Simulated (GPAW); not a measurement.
# BaTiO3 (Barioperovskite) (Amm2) in GPAW: further runs, part 2 of 3

GPAW 26.7.0. The steps go on from the part before.

## (3) Dielectric tensor, PBE

This run uses another cell than the first one, of 12.61 Å³/atom, 0.980 times its volume.

Input file run.py:

```python
import numpy as np
from ase.dft.bandgap import bandgap
from ase.io import read, write
from gpaw import GPAW, PW
from gpaw.response.df import DielectricFunction

atoms = read('POSCAR')

calc = GPAW(mode=PW(600),
            xc='PBE',
            kpts={'size': (6, 6, 6), 'gamma': True},
            occupations={'name': 'fermi-dirac', 'width': 0.001},
            nbands=36,
            convergence={'density': 1e-06},
            maxiter=150,
            txt='gpaw.txt')
atoms.calc = calc
energy = atoms.get_potential_energy()
calc.write('gs.gpw')
write('result.traj', atoms)
print(f'Energy: {energy:.6f} eV')
print('Fermi level:', round(calc.get_fermi_level(), 4), 'eV')
print(f'Gap: {bandgap(calc)[0]:.4f} eV, direct: {bandgap(calc, direct=True)[0]:.4f} eV')

for size in [(7, 7, 7)]:
    name = 'x'.join(str(n) for n in size)
    dense = calc.fixed_density(kpts={'size': size, 'gamma': True},
                               nbands=66, convergence={'bands': 60, 'eigenstates': 1e-7},
                               update_fermi_level=True, txt=f'dense-{name}.txt')
    dense.write(f'{name}.gpw', mode='all')
    df = DielectricFunction(f'{name}.gpw', frequencies=np.array([0.0]), hilbert=False, eta=0.001,
                            ecut=80, nbands=60, intraband=False, txt=f'df-{name}.txt')
    for xc in ['RPA']:
        for direction in ['x', 'y', 'z', [0, 1, 1], [1, 0, 1], [1, 1, 0]]:
            e0, e = df.get_macroscopic_dielectric_constant(xc=xc, direction=direction)
            print(f'{name} {xc} {direction}: {e0:.4f} without, {e:.4f} with local fields')
```

Input file POSCAR:

```
BaTiO3
1.0
    3.9587508719      0.0000000000      0.0000000000
    0.0000000000      2.8178598290      2.8260544582
    0.0000000000     -2.8178598290      2.8260544582
Ba Ti O
1 1 3
Direct
    0.0000000000      0.0000000000      0.0000000000
    0.5000000000      0.5124000000      0.5124000000
    0.5000000000      0.9918400000      0.5052400000
    0.5000000000      0.5052400000      0.9918400000
    0.0000000000      0.4874000000      0.4874000000
```

Potentials or basis: GPAW PAW data sets (gpaw-data 1.2.1), pw.

Launch:

```sh
OMP_NUM_THREADS=1 python run.py
```

gpaw.txt:

```text
__  _  _
 | _ |_)|_||  |
 |__||  | ||/\| - 26.7.0

Input parameters:
  mode=PW(ecut=600.0),
  convergence={'density': 1e-06},
  kpts=MonkhorstPack(size=(6, 6, 6), gamma=True),
  maxiter=150,
  nbands=36,
  occupations=Occupations(name='fermi-dirac', width=0.001),
  xc=XC(name='PBE')

Diagonalizing LCAO Hamiltonian
Converting LCAO to pw mode

              O
            O
        O    Ti

        Ba

Atoms  # Å, Bohr magnetons
|   | symbol |        x |         y |        z |    initial magnetic moments |
|---|--------|----------|-----------|----------|-----------------------------|
| 0 |     Ba | 0.000000 |  0.000000 | 0.000000 | ( 0.0000,  0.0000,  0.0000) |
| 1 |     Ti | 1.979375 |  0.000000 | 2.896141 | ( 0.0000,  0.0000,  0.0000) |
| 2 |      O | 1.979375 |  1.371171 | 4.230830 | ( 0.0000,  0.0000,  0.0000) |
| 3 |      O | 1.979375 | -1.371171 | 4.230830 | ( 0.0000,  0.0000,  0.0000) |
| 4 |      O | 0.000000 |  0.000000 | 2.754838 | ( 0.0000,  0.0000,  0.0000) |

Unit cell  # Å
| periodic |        x |         y |        z |  lengths |    angles |
|----------|----------|-----------|----------|----------|-----------|
|      yes | 3.958751 |  0.000000 | 0.000000 | 3.958751 | 89.833620 |
|      yes | 0.000000 |  2.817860 | 2.826054 | 3.990854 | 90.000000 |
|      yes | 0.000000 | -2.817860 | 2.826054 | 3.990854 | 90.000000 |

Number of symmetries: 4
Symmetry operations  # r_c * U_cc + t_c -> r_c
|   | kind |            matrix            |
|---|------|------------------------------|
| 0 |  E   |  1, 0, 0,  0, 1, 0,  0, 0, 1 |
| 1 |  σ   |  1, 0, 0,  0, 0, 1,  0, 1, 0 |
| 2 |  σ   | -1, 0, 0,  0, 1, 0,  0, 0, 1 |
| 3 |  C2  | -1, 0, 0,  0, 0, 1,  0, 1, 0 |

BZ-sampling:
  Number of BZ points: 216
  Number of IBZ points: 52

  Monkhorst-Pack size: [6, 6, 6]
  Monkhorst-Pack shift: [0.08333333333333333, 0.08333333333333333, 0.08333333333333333]

K-points  # in reciprocal-cell coordinates
|     |                                coordinates |     weight |
|-----|--------------------------------------------|------------|
|   0 | (  0.00000000,   0.00000000,   0.00000000) | 0.00462963 |
|   1 | (  0.00000000,   0.16666667,  -0.16666667) | 0.00925926 |
|   2 | (  0.00000000,   0.16666667,   0.00000000) | 0.01851852 |
|   3 | (  0.00000000,   0.16666667,   0.16666667) | 0.00925926 |
|   4 | (  0.00000000,   0.33333333,  -0.33333333) | 0.00925926 |
|   5 | (  0.00000000,   0.33333333,  -0.16666667) | 0.01851852 |
|   6 | (  0.00000000,   0.33333333,   0.00000000) | 0.01851852 |
|   7 | (  0.00000000,   0.33333333,   0.16666667) | 0.01851852 |
|   8 | (  0.00000000,   0.33333333,   0.33333333) | 0.00925926 |
|   9 | (  0.00000000,   0.50000000,   0.00000000) | 0.00925926 |
| ... |                                            |            |
|  51 | (  0.50000000,   0.50000000,   0.50000000) | 0.00462963 |

Plane wave coefficients: 2160
Cutoff: 600.0 eV

Spin-components: 1 (collinear spins)
Bands:           36
Projectors:      27
Spin-degeneracy: 2
Datatype:        complex128

Parallelization:
  kpt:    1
  domain: 1
  band:   1

Density:
  Valence electrons: 40.0
  Components: 1
  Grid points: [24 24 24]
  Charge: 0.0  # |e|

Potential:
  Grid points: [24 24 24]

species:
  Ba:
    name:    Barium
    Z:       56.0
    valence: 10
    core:    46
    charge:  0.0  # [|e|]
    compensation charges:
      type: gauss
      rc: 0.37  # [Å]
      lmax: 2
    cutoffs:
      filter: 2.06  # [Å]
      core: 2.33  # [Å]
    projectors
    | kind |    occ | energy [eV] | rcut [Å] |
    |------|--------|-------------|----------|
    |   5s |  2.000 |     -33.644 |    1.164 |
    |   6s |  2.000 |      -3.229 |    1.164 |
    |   5p |  6.000 |     -18.744 |    1.164 |
    |    p |        |       0.000 |    1.164 |
    |    d |        |       0.000 |    1.164 |
    |    d |        |      27.211 |    1.164 |

    Using partial waves for Ba as LCAO basis

  Ti:
    name:    Titanium
    Z:       22.0
    valence: 12
    core:    10
    charge:  0.0  # [|e|]
    compensation charges:
      type: gauss
      rc: 0.38  # [Å]
      lmax: 2
    cutoffs:
      filter: 2.23  # [Å]
      core: 1.02  # [Å]
    projectors
    | kind |    occ | energy [eV] | rcut [Å] |
    |------|--------|-------------|----------|
    |   3s |  2.000 |     -62.623 |    1.270 |
    |   4s |  2.000 |      -4.466 |    1.270 |
    |   3p |  6.000 |     -38.862 |    1.058 |
    |   4p |  0.000 |      -1.466 |    1.058 |
    |   3d |  2.000 |      -4.258 |    1.058 |
    |    d |        |      22.953 |    1.058 |

    Using partial waves for Ti as LCAO basis

  O:
    name:    Oxygen
    Z:       8.0
    valence: 6
    core:    2
    charge:  0.0  # [|e|]
    compensation charges:
      type: gauss
      rc: 0.21  # [Å]
      lmax: 2
    cutoffs:
      filter: 1.17  # [Å]
      core: 0.83  # [Å]
    projectors
    | kind |    occ | energy [eV] | rcut [Å] |
    |------|--------|-------------|----------|
    |   2s |  2.000 |     -23.961 |    0.688 |
    |   2p |  4.000 |      -9.029 |    0.598 |
    |    s |        |       3.251 |    0.688 |
    |    p |        |      18.182 |    0.598 |
    |    d |        |       0.000 |    0.619 |

    Using partial waves for O as LCAO basis

Reference energy: -250624.413696  # eV

eigensolver:
  PPCG
  Converge bands: occupied
  niter=2

density mixing:
  MSR1-Mixer
  Pratt-step length: 0.05
  Maximum mixing coefficient: 0.75
  Old densities: 10
  SVD Regularization: 0.005
  Good broyden scale: 1.0
  Trust region scale: 1.0
  Backstep threshold: 4.0
  History deletion threshold: 6.0
  Fourier metric: weight=20.0, sigma=0.015

occupation numbers:
  Fermi-Dirac:
    width: 0.0010  # eV

poisson solver:
  ecut: 4800.0  # eV

xc functional:
  name: PBE with 2 nearest neighbor stencil

convergence criteria:
- Maximum integral of absolute [dens]ity change: 1e-06 electrons / valence electron
- Maximum [total energy] change in last 3 cyles: 0.0005 eV / valence electron
- Maximum integral of absolute [eigenst]ate change: 4e-08 eV^2 / valence electron
maximum number of iterations: 150

SCF iterations
|iter     | |      energy | eigst |  dens |
|---------|-|-------------|-------|-------|
|iter:   1| |  -44.445055 | +0.10 |       |
|iter:   2| |  -42.761125 | -1.57 | -0.87 |
|iter:   3| |  -39.400505 | -0.96 | -0.94 |
|iter:   4| |  -39.210441 | -2.18 | -1.46 |
|iter:   5| |  -39.180085 | -2.87 | -1.64 |
|iter:   6| |  -39.185754 | -3.52 | -1.97 |
|iter:   7| |  -39.186054c| -4.65 | -2.77 |
|iter:   8| |  -39.185967c| -5.12 | -3.06 |
|iter:   9| |  -39.185974c| -6.35 | -3.51 |
|iter:  10| |  -39.185976c| -7.46c| -3.99 |
|iter:  11| |  -39.185976c| -8.13c| -5.05 |
|iter:  12| |  -39.185976c| -8.58c| -5.45 |
|iter:  13| |  -39.185976c| -9.61c| -6.13c|

Converged in 13 steps
Energy contributions relative to reference atoms: (reference = -250624.413696)

Energy contributions:
  Kinetic:          48.083883
  Coulomb:         -49.152092
  Zero:              0.569384
  External:          0.000000
  Xc:              -38.687151
  Entropy:          -0.000000
  Spinorbit:         0.000000
  ----------------------------
  Free energy:     -39.185976
  Extrapolated:    -39.185976

dipole moment: (-35.065696, 0.000000, -19.334728)  # |e|*Ang

Fermi level: 8.792
Eigenvalues  # (at kpt = [0.000, 0.000, 0.000])
| band index |      eig [eV] | occ [0-2] |
|------------|---------------|-----------|
|          0 |       -48.550 |     2.000 |
|        ... |               |           |
|         12 |         5.595 |     2.000 |
|         13 |         5.596 |     2.000 |
|         14 |         6.627 |     2.000 |
|         15 |         6.683 |     2.000 |
|         16 |         6.739 |     2.000 |
|         17 |         7.536 |     2.000 |
[... 8 lines left out ...]
|         26 |        13.021 |     0.000 |
|         27 |        15.453 |     0.000 |
|        ... |               |           |
|         35 |        27.328 |     0.000 |

Gap: 1.934 eV
Transition (v -> c):
  (s=0, k=51, n=19, [0.50, 0.50, 0.50]) -> (s=0, k=0, n=20, [0.00, 0.00, 0.00])
Direct/indirect transitions are different
Direct gap: 2.111 eV
Transition at: (s=0, k=0, n=19, [0.00, 0.00, 0.00])
# Writing to gs.gpw (mode='')
```

It took 9.4 min on 1 thread of Intel Xeon at 2.50GHz (Skylake/Cascade Lake), shared host; peak memory 0.65 GiB.

What came out:

- Free energy: -39.1860 eV
- Band gap on the k mesh: 1.93 eV, indirect (least direct gap 2.11 eV)
- Electronic dielectric tensor (diagonal): 5.89, 5.77, 5.68

Electronic dielectric tensor:
```
5.89 0.00 0.00
0.00 5.77 0.00
0.00 0.00 5.68
```

Caveat: the long-wavelength limit can be off by several per cent where d states take part; spin-orbit coupling is left out, which moves the levels of the heavy elements; an odd mesh through Γ misses points on the zone boundary, where band edges often lie.

## (4) Dielectric tensor, PBE

This run uses another cell than the first one, of 12.35 Å³/atom, 0.960 times its volume.

run.py is that of step 3.

Edit POSCAR of step 3 so:

```diff
@@ -2,5 +2,5 @@
 1.0
-    3.9587508719      0.0000000000      0.0000000000
-    0.0000000000      2.8178598290      2.8260544582
-    0.0000000000     -2.8178598290      2.8260544582
+    3.9316352889      0.0000000000      0.0000000000
+    0.0000000000      2.7985588135      2.8066973133
+    0.0000000000     -2.7985588135      2.8066973133
 Ba Ti O
```

Potentials or basis: GPAW PAW data sets (gpaw-data 1.2.1), pw.

Launch:

```sh
OMP_NUM_THREADS=1 python run.py
```

gpaw.txt:

```text
__  _  _
 | _ |_)|_||  |
 |__||  | ||/\| - 26.7.0

Input parameters:
  mode=PW(ecut=600.0),
  convergence={'density': 1e-06},
  kpts=MonkhorstPack(size=(6, 6, 6), gamma=True),
  maxiter=150,
  nbands=36,
  occupations=Occupations(name='fermi-dirac', width=0.001),
  xc=XC(name='PBE')

Diagonalizing LCAO Hamiltonian
Converting LCAO to pw mode

              O
            O
        O    Ti

        Ba

Atoms  # Å, Bohr magnetons
|   | symbol |        x |         y |        z |    initial magnetic moments |
|---|--------|----------|-----------|----------|-----------------------------|
| 0 |     Ba | 0.000000 |  0.000000 | 0.000000 | ( 0.0000,  0.0000,  0.0000) |
| 1 |     Ti | 1.965818 | -0.000000 | 2.876303 | ( 0.0000,  0.0000,  0.0000) |
| 2 |      O | 1.965818 |  1.361779 | 4.201850 | ( 0.0000,  0.0000,  0.0000) |
| 3 |      O | 1.965818 | -1.361779 | 4.201850 | ( 0.0000,  0.0000,  0.0000) |
| 4 |      O | 0.000000 |  0.000000 | 2.735969 | ( 0.0000,  0.0000,  0.0000) |

Unit cell  # Å
| periodic |        x |         y |        z |  lengths |    angles |
|----------|----------|-----------|----------|----------|-----------|
|      yes | 3.931635 |  0.000000 | 0.000000 | 3.931635 | 89.833620 |
|      yes | 0.000000 |  2.798559 | 2.806697 | 3.963519 | 90.000000 |
|      yes | 0.000000 | -2.798559 | 2.806697 | 3.963519 | 90.000000 |

Number of symmetries: 4
Symmetry operations  # r_c * U_cc + t_c -> r_c
|   | kind |            matrix            |
|---|------|------------------------------|
| 0 |  E   |  1, 0, 0,  0, 1, 0,  0, 0, 1 |
[... 148 lines left out ...]
poisson solver:
  ecut: 4800.0  # eV

xc functional:
  name: PBE with 2 nearest neighbor stencil

convergence criteria:
- Maximum integral of absolute [dens]ity change: 1e-06 electrons / valence electron
- Maximum [total energy] change in last 3 cyles: 0.0005 eV / valence electron
- Maximum integral of absolute [eigenst]ate change: 4e-08 eV^2 / valence electron
maximum number of iterations: 150

SCF iterations
|iter     | |      energy | eigst |  dens |
|---------|-|-------------|-------|-------|
|iter:   1| |  -44.352578 | +0.11 |       |
|iter:   2| |  -42.686871 | -1.59 | -0.87 |
|iter:   3| |  -39.306788 | -0.97 | -0.94 |
|iter:   4| |  -39.128130 | -2.21 | -1.47 |
|iter:   5| |  -39.102013 | -2.91 | -1.65 |
|iter:   6| |  -39.107498 | -3.57 | -1.98 |
|iter:   7| |  -39.107790c| -4.87 | -2.82 |
|iter:   8| |  -39.107768c| -5.42 | -3.22 |
|iter:   9| |  -39.107764c| -6.26 | -3.53 |
|iter:  10| |  -39.107765c| -7.52c| -4.03 |
|iter:  11| |  -39.107765c| -8.11c| -5.06 |
|iter:  12| |  -39.107765c| -8.63c| -5.47 |
|iter:  13| |  -39.107765c| -9.63c| -6.14c|

Converged in 13 steps
Energy contributions relative to reference atoms: (reference = -250624.413696)

Energy contributions:
  Kinetic:          53.394086
  Coulomb:         -53.353685
  Zero:              0.561345
  External:          0.000000
  Xc:              -39.709512
  Entropy:          -0.000000
  Spinorbit:         0.000000
  ----------------------------
  Free energy:     -39.107765
  Extrapolated:    -39.107765

dipole moment: (-34.824751, -0.000000, -19.200074)  # |e|*Ang

Fermi level: 9.058
Eigenvalues  # (at kpt = [0.000, 0.000, 0.000])
| band index |      eig [eV] | occ [0-2] |
|------------|---------------|-----------|
|          0 |       -48.212 |     2.000 |
|        ... |               |           |
|         12 |         5.854 |     2.000 |
|         13 |         5.856 |     2.000 |
|         14 |         6.834 |     2.000 |
|         15 |         6.895 |     2.000 |
|         16 |         6.948 |     2.000 |
|         17 |         7.795 |     2.000 |
[... 8 lines left out ...]
|         26 |        13.293 |     0.000 |
|         27 |        15.934 |     0.000 |
|        ... |               |           |
|         35 |        28.911 |     0.000 |

Gap: 1.972 eV
Transition (v -> c):
  (s=0, k=51, n=19, [0.50, 0.50, 0.50]) -> (s=0, k=0, n=20, [0.00, 0.00, 0.00])
Direct/indirect transitions are different
Direct gap: 2.135 eV
Transition at: (s=0, k=0, n=19, [0.00, 0.00, 0.00])
# Writing to gs.gpw (mode='')
```

df-7x7x7.txt:

```text
FrequencyGridDescriptor(from 0.000 to 0.000 eV, 1 points)
FrequencyGridDescriptor(from 0.000 to 0.000 eV, 1 points)

Calculating chi0 body with:
    Ground state adapter containing:
    Number of spins: 1
    Number of kpoints: 343
    Number of irreducible kpoints: 64
    Number of completely occupied states: 20
    Number of partially occupied states: 20

    Linear response parametrization:
    q_c: [0.0, 0.0, 0.0]
    Number of frequency points: 1
    Planewave cutoff: 80.0
    Number of bands: 60
    Number of planewaves: 93
    Broadening (eta): 0.001

Integrating chi0 body.

Symmetries of q_c:
    Direct symmetries (Uq -> q): 4
    Indirect symmetries (TUq -> q): 4
In total 8 allowed symmetries.

Integral kind: response function

Calculating chi0 optical extensions with:
    Ground state adapter containing:
    Number of spins: 1
    Number of kpoints: 343
    Number of irreducible kpoints: 64
    Number of completely occupied states: 20
    Number of partially occupied states: 20

    Linear response parametrization:
    Number of frequency points: 1
    Planewave cutoff: 80.0
    Number of bands: 60
    Number of planewaves: 93
    Broadening (eta): 0.001
Integrating chi0 head and wings.

Symmetries of q_c:
    Direct symmetries (Uq -> q): 4
    Indirect symmetries (TUq -> q): 4
In total 8 allowed symmetries.

Integral kind: response function wings

Finished calculating chi0
```

Run time: 9.5 min. Hardware: 1 thread of Intel Xeon at 2.50GHz (Skylake/Cascade Lake), shared host; peak memory 0.65 GiB.

Results:

```
Free energy                             : -39.1078 eV
Band gap on the k mesh                  : 1.97 eV, indirect (least direct gap 2.14 eV)
Electronic dielectric tensor (diagonal) : 5.86, 5.74, 5.65
```

Electronic dielectric tensor:
```
5.86 0.00 0.00
0.00 5.74 0.00
0.00 0.00 5.65
```

Caveat: the long-wavelength limit can be off by several per cent where d states take part; spin-orbit coupling is left out, which moves the levels of the heavy elements; an odd mesh through Γ misses points on the zone boundary, where band edges often lie.

## (5) Dielectric tensor, PBE

This run uses another cell than the first one, of 13.12 Å³/atom, 1.020 times its volume.

run.py is that of step 4.

Edit POSCAR of step 4 so:

```diff
@@ -2,5 +2,5 @@
 1.0
-    3.9316352889      0.0000000000      0.0000000000
-    0.0000000000      2.7985588135      2.8066973133
-    0.0000000000     -2.7985588135      2.8066973133
+    4.0118948090      0.0000000000      0.0000000000
+    0.0000000000      2.8556879648      2.8639926021
+    0.0000000000     -2.8556879648      2.8639926021
 Ba Ti O
```

Potentials or basis: GPAW PAW data sets (gpaw-data 1.2.1), pw.

Launch:

```sh
OMP_NUM_THREADS=1 python run.py
```

gpaw.txt:

```text
__  _  _
 | _ |_)|_||  |
 |__||  | ||/\| - 26.7.0

Input parameters:
  mode=PW(ecut=600.0),
  convergence={'density': 1e-06},
  kpts=MonkhorstPack(size=(6, 6, 6), gamma=True),
  maxiter=150,
  nbands=36,
  occupations=Occupations(name='fermi-dirac', width=0.001),
  xc=XC(name='PBE')

Diagonalizing LCAO Hamiltonian
Converting LCAO to pw mode

              O
            O
        O    Ti

        Ba

Atoms  # Å, Bohr magnetons
|   | symbol |        x |         y |        z |    initial magnetic moments |
|---|--------|----------|-----------|----------|-----------------------------|
| 0 |     Ba | 0.000000 |  0.000000 | 0.000000 | ( 0.0000,  0.0000,  0.0000) |
| 1 |     Ti | 2.005947 |  0.000000 | 2.935020 | ( 0.0000,  0.0000,  0.0000) |
[... 181 lines left out ...]
|iter:   3| |  -39.511874 | -0.94 | -0.94 |
|iter:   4| |  -39.286593 | -2.10 | -1.43 |
|iter:   5| |  -39.242922 | -2.79 | -1.61 |
|iter:   6| |  -39.249492 | -3.46 | -1.95 |
|iter:   7| |  -39.249829c| -4.61 | -2.75 |
|iter:   8| |  -39.249708c| -5.09 | -3.05 |
|iter:   9| |  -39.249718c| -6.25 | -3.47 |
|iter:  10| |  -39.249720c| -7.29 | -3.93 |
|iter:  11| |  -39.249720c| -7.68c| -4.81 |
|iter:  12| |  -39.249720c| -8.33c| -5.34 |
|iter:  13| |  -39.249720c| -9.11c| -5.86 |
|iter:  14| |  -39.249720c|-10.14c| -6.58c|

Converged in 14 steps
Energy contributions relative to reference atoms: (reference = -250624.413696)

Energy contributions:
  Kinetic:          38.465247
  Coulomb:         -41.511215
  Zero:              0.583543
  External:          0.000000
  Xc:              -36.787295
  Entropy:          -0.000000
  Spinorbit:         0.000000
  ----------------------------
  Free energy:     -39.249720
  Extrapolated:    -39.249720

dipole moment: (-35.538067, 0.000000, -19.599319)  # |e|*Ang

Fermi level: 8.312
Eigenvalues  # (at kpt = [0.000, 0.000, 0.000])
| band index |      eig [eV] | occ [0-2] |
|------------|---------------|-----------|
|          0 |       -49.189 |     2.000 |
|        ... |               |           |
|         12 |         5.115 |     2.000 |
|         13 |         5.119 |     2.000 |
|         14 |         6.234 |     2.000 |
|         15 |         6.291 |     2.000 |
|         16 |         6.343 |     2.000 |
|         17 |         7.052 |     2.000 |
[... 8 lines left out ...]
|         26 |        12.509 |     0.000 |
|         27 |        14.551 |     0.000 |
|        ... |               |           |
|         35 |        26.440 |     0.000 |

Gap: 1.849 eV
Transition (v -> c):
  (s=0, k=51, n=19, [0.50, 0.50, 0.50]) -> (s=0, k=0, n=20, [0.00, 0.00, 0.00])
Direct/indirect transitions are different
Direct gap: 2.061 eV
Transition at: (s=0, k=0, n=19, [0.00, 0.00, 0.00])
# Writing to gs.gpw (mode='')
```

It took 9.7 min on 1 thread of Intel Xeon at 2.50GHz (Skylake/Cascade Lake), shared host; peak memory 0.66 GiB.

Results:

* Free energy: -39.2497 eV
* Band gap on the k mesh: 1.85 eV, indirect (least direct gap 2.06 eV)
* Electronic dielectric tensor (diagonal): 5.95, 5.82, 5.73

Electronic dielectric tensor:
```
5.95 0.00 0.00
0.00 5.82 0.00
0.00 0.00 5.73
```

Caveat: the long-wavelength limit can be off by several per cent where d states take part; spin-orbit coupling is left out, which moves the levels of the heavy elements; an odd mesh through Γ misses points on the zone boundary, where band edges often lie.

(Continued in part 3 of 3.)
